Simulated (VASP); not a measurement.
# Sb (Pm-3m) in VASP: settings compared, part 2 of 2

VASP 6.6.1. The steps go on from the part before.

## 3. Relaxation of cell and atoms, LDA

Input file INCAR:

```
ALGO = Normal ; EDIFF = 1E-7
EDIFFG = -0.005 ; ENCUT = 600
GGA = CA ; IBRION = 2
ISIF = 3 ; ISMEAR = 0
LASPH = T ; LCHARG = F
LREAL = F ; LWAVE = F
NELM = 60 ; NSW = 90
PREC = Accurate ; SIGMA = 0.1
```

Input file KPOINTS:

```
k-points
0
Gamma
  14 14 14
```

Input file POSCAR:

```
Sb
1.0
    3.0833436100      0.0000000000      0.0000000000
    0.0000000000      3.0833436100      0.0000000000
    0.0000000000      0.0000000000      3.0833436100
Sb
1
Direct
    0.0000000000      0.0000000000      0.0000000000
```

Potentials or basis: VASP PAW LDA potentials, release 64 (Sb).

Run with:

```bash
cat potpaw_LDA.64/Sb/POTCAR > POTCAR
mpirun -np 1 vasp_std > vasp.out
```

It took 27 s on 1 thread of Intel Xeon Platinum 8488C (Sapphire Rapids), shared host; peak memory 0.16 GiB.

The run converged. Its results:

```yaml
Free_energy: -4.7949 eV
Relaxed_volume: 28.23 Å³/atom
Relaxed_cell: a = 3.045 Å, b = 3.045 Å, c = 3.045 Å, α = 90.00°, β = 90.00°, γ = 90.00°
Space_group_after_relaxing_to_0.05_Å: Pm-3m (No. 221)
Energy_gained_by_relaxing: 7.8 meV/atom
Ionic_steps: 3
Pressure_after_relaxing: 0.0 GPa
Band_gap_on_the_k_mesh: none (metal or under the smearing width)
```

The path:
```tsv
step	energy change (eV)	largest force (eV/Å)	pressure (GPa)	volume (Å³)
1	0.0000	0.0000	-2.24	29.31
2	-0.0050	0.0000	1.50	27.61
3	-0.0078	0.0000	0.00	28.23
```

Final structure:
```cif
data_structure
_symmetry_space_group_name_H-M 'P 1'
_symmetry_Int_Tables_number 1
_cell_length_a 3.0448
_cell_length_b 3.0448
_cell_length_c 3.0448
_cell_angle_alpha 90.000
_cell_angle_beta 90.000
_cell_angle_gamma 90.000
_cell_volume 28.23
loop_
_atom_site_label
_atom_site_type_symbol
_atom_site_fract_x
_atom_site_fract_y
_atom_site_fract_z
_atom_site_occupancy
Sb1 Sb 0.00000 0.00000 0.00000 1
```

Levels at points of the mesh, in eV from the Fermi level:
```
           k point  band 1  band 2  band 3  band 4  band 5  band 6
(0.00, 0.00, 0.00)  -12.78    3.42    3.42    3.42    7.00    7.00
(0.50, 0.00, 0.00)  -10.17   -5.89    5.59    5.59    9.06   10.77
(0.50, 0.50, 0.00)   -7.38   -3.71   -3.71    2.05    7.82   12.91
(0.50, 0.50, 0.50)   -4.25   -1.66   -1.66   -1.66    4.83    4.83
```

## 4. Relaxation of cell and atoms, PBE

Edit INCAR of step 3 so:

```diff
@@ -2,3 +2,3 @@
 EDIFFG = -0.005 ; ENCUT = 600
-GGA = CA ; IBRION = 2
+GGA = PE ; IBRION = 2
 ISIF = 3 ; ISMEAR = 0
```

KPOINTS is that of step 3.

POSCAR is that of step 3.

Potentials or basis: VASP PAW PBE potentials, release 64 (Sb).

Run with:

```bash
cat potpaw_PBE.64/Sb/POTCAR > POTCAR
mpirun -np 1 vasp_std > vasp.out
```

Wall time 35 s (1 thread of Intel Xeon Platinum 8488C (Sapphire Rapids), shared host); peak memory 0.17 GiB.

Results (log left out):

```yaml
Free_energy: -4.0964 eV
Relaxed_volume: 30.08 Å³/atom
Relaxed_cell: a = 3.110 Å, b = 3.110 Å, c = 3.110 Å, α = 90.00°, β = 90.00°, γ = 90.00°
Space_group_after_relaxing_to_0.05_Å: Pm-3m (No. 221)
Energy_gained_by_relaxing: 3.4 meV/atom
Ionic_steps: 3
Pressure_after_relaxing: 0.0 GPa
Band_gap_on_the_k_mesh: none (metal or under the smearing width)
```

Step by step:
| step | energy change (eV) | largest force (eV/Å) | pressure (GPa) | volume (Å³) |
| --- | --- | --- | --- | --- |
| 1 | 0.0000 | 0.0000 | 1.48 | 29.31 |
| 2 | -0.0026 | 0.0000 | -0.70 | 30.48 |
| 3 | -0.0034 | 0.0000 | 0.01 | 30.08 |

Final structure:
```
Sb
1.0
     3.10987    0.00000    0.00000
     0.00000    3.10987    0.00000
     0.00000    0.00000    3.10987
Sb
1
Direct
  0.00000 0.00000 0.00000
```

Levels at points of the mesh, in eV from the Fermi level:
| k point | band 1 | band 2 | band 3 | band 4 | band 5 | band 6 |
| --- | --- | --- | --- | --- | --- | --- |
| (0.00, 0.00, 0.00) | -12.26 | 3.31 | 3.31 | 3.31 | 6.97 | 6.97 |
| (0.50, 0.00, 0.00) | -9.87 | -5.46 | 5.29 | 5.29 | 9.04 | 10.64 |
| (0.50, 0.50, 0.00) | -7.34 | -3.44 | -3.44 | 2.28 | 7.30 | 12.84 |
| (0.50, 0.50, 0.50) | -4.51 | -1.54 | -1.54 | -1.54 | 4.91 | 4.91 |

Spin-orbit coupling is left out, which matters for the levels of Sb.

## 5. Relaxation of cell and atoms, PBE+D3(BJ)

Input file INCAR:

```
ALGO = Normal ; EDIFF = 1E-7
EDIFFG = -0.005 ; ENCUT = 600
GGA = PE ; IBRION = 2
ISIF = 3 ; ISMEAR = 0
IVDW = 12 ; LASPH = T
LCHARG = F ; LREAL = F
LWAVE = F ; NELM = 60
NSW = 90 ; PREC = Accurate
SIGMA = 0.1
```

KPOINTS is that of step 4.

POSCAR is that of step 4.

Run with:

```bash
cat potpaw_PBE.64/Sb/POTCAR > POTCAR
mpirun -np 1 vasp_std > vasp.out
```

Wall time 30 s (1 thread of Intel Xeon Platinum 8488C (Sapphire Rapids), shared host); peak memory 0.19 GiB.

It converged, with:

```yaml
Free_energy: -4.5828 eV
Relaxed_volume: 28.68 Å³/atom
Relaxed_cell: a = 3.061 Å, b = 3.061 Å, c = 3.061 Å, α = 90.00°, β = 90.00°, γ = 90.00°
Space_group_after_relaxing_to_0.05_Å: Pm-3m (No. 221)
Energy_gained_by_relaxing: 2.5 meV/atom
Ionic_steps: 3
Pressure_after_relaxing: 0.0 GPa
Band_gap_on_the_k_mesh: none (metal or under the smearing width)
Dispersion_energy_per_atom: -0.498 eV
```

Step by step:
```
step  energy change (eV)  largest force (eV/Å)  pressure (GPa)  volume (Å³)
   1              0.0000                0.0000           -1.26        29.31
   2             -0.0018                0.0000            0.75        28.35
   3             -0.0025                0.0000            0.01        28.68
```

Final structure:
```
Sb
1.0
     3.06111    0.00000    0.00000
     0.00000    3.06111    0.00000
     0.00000    0.00000    3.06111
Sb
1
Direct
  0.00000 0.00000 0.00000
```

Levels at points of the mesh, in eV from the Fermi level:
| k point | band 1 | band 2 | band 3 | band 4 | band 5 | band 6 |
| --- | --- | --- | --- | --- | --- | --- |
| (0.00, 0.00, 0.00) | -12.64 | 3.42 | 3.42 | 3.42 | 7.01 | 7.01 |
| (0.50, 0.00, 0.00) | -10.08 | -5.80 | 5.56 | 5.56 | 9.16 | 10.75 |
| (0.50, 0.50, 0.00) | -7.33 | -3.66 | -3.66 | 2.09 | 7.76 | 13.21 |
| (0.50, 0.50, 0.50) | -4.24 | -1.65 | -1.65 | -1.65 | 4.83 | 4.83 |

Caveat: pairwise dispersion overbinds metals, which lowers pressure and volume. Spin-orbit coupling is left out, which matters for the levels of Sb.

## 6. Relaxation of cell and atoms, PBEsol

Input file INCAR:

```
ALGO = Normal ; EDIFF = 1E-7
EDIFFG = -0.005 ; ENCUT = 300
GGA = PS ; IBRION = 2
ISIF = 3 ; ISMEAR = 0
LASPH = T ; LCHARG = F
LREAL = F ; LWAVE = F
NELM = 60 ; NSW = 90
PREC = Accurate ; SIGMA = 0.1
```

KPOINTS is that of step 5.

POSCAR is that of step 5.

Potentials or basis: VASP PAW PBE potentials, release 64 (Sb).

Run with:

```bash
cat potpaw_PBE.64/Sb/POTCAR > POTCAR
mpirun -np 1 vasp_std > vasp.out
```

Run time: 9.5 s. Hardware: 1 thread of Intel Xeon Platinum 8488C (Sapphire Rapids), shared host; peak memory 0.12 GiB.

It converged, with:

```yaml
Free_energy: -4.5371 eV
Relaxed_volume: 28.75 Å³/atom
Relaxed_cell: a = 3.063 Å, b = 3.063 Å, c = 3.063 Å, α = 90.00°, β = 90.00°, γ = 90.00°
Space_group_after_relaxing_to_0.05_Å: Pm-3m (No. 221)
Energy_gained_by_relaxing: 2.1 meV/atom
Ionic_steps: 3
Pressure_after_relaxing: 0.0 GPa
Band_gap_on_the_k_mesh: none (metal or under the smearing width)
```

Step by step:
```csv
step,energy change (eV),largest force (eV/Å),pressure (GPa),volume (Å³)
1,0.0000,0.0000,-1.14,29.31
2,-0.0014,0.0000,0.70,28.43
3,-0.0021,0.0000,0.00,28.75
```

Final structure:
```
CELL_PARAMETERS angstrom
3.06336 0.00000 0.00000
0.00000 3.06336 0.00000
0.00000 0.00000 3.06336
ATOMIC_POSITIONS crystal
Sb 0.00000 0.00000 0.00000
```

Levels at points of the mesh, in eV from the Fermi level:
```csv
k point,band 1,band 2,band 3,band 4,band 5,band 6
"(0.00, 0.00, 0.00)",-12.63,3.41,3.41,3.41,7.05,7.05
"(0.50, 0.00, 0.00)",-10.07,-5.80,5.55,5.55,9.23,10.68
"(0.50, 0.50, 0.00)",-7.34,-3.65,-3.65,2.04,7.74,13.26
"(0.50, 0.50, 0.50)",-4.27,-1.62,-1.62,-1.62,4.82,4.82
```

Caveat: the PAW data sets were made with another functional, which shifts forces and pressure a little.

## 7. The runs side by side

```csv
level,potentials or basis,cutoff (eV),gap on the mesh (eV),pressure (GPa),relaxed volume (Å³/atom)
PBEsol,"VASP PAW PBE potentials, release 64 (Sb)",600,none,0.0,28.75
LDA,"VASP PAW LDA potentials, release 64 (Sb)",600,none,0.0,28.23
PBE,"VASP PAW PBE potentials, release 64 (Sb)",600,none,0.0,30.08
PBE+D3(BJ),"VASP PAW PBE potentials, release 64 (Sb)",600,none,0.0,28.68
PBEsol,"VASP PAW PBE potentials, release 64 (Sb)",300,none,0.0,28.75
```

Alike in all rows: task relaxation of cell and atoms; no spin polarisation; cell relaxed; k mesh 14 × 14 × 14; smearing gaussian 0.1 eV.

Caveats: the PAW data sets were made with another functional, which shifts forces and pressure a little (some runs); pairwise dispersion overbinds metals, which lowers pressure and volume (some runs).

Total energies depend on the potentials used, so only differences within one code and one set of settings carry meaning.
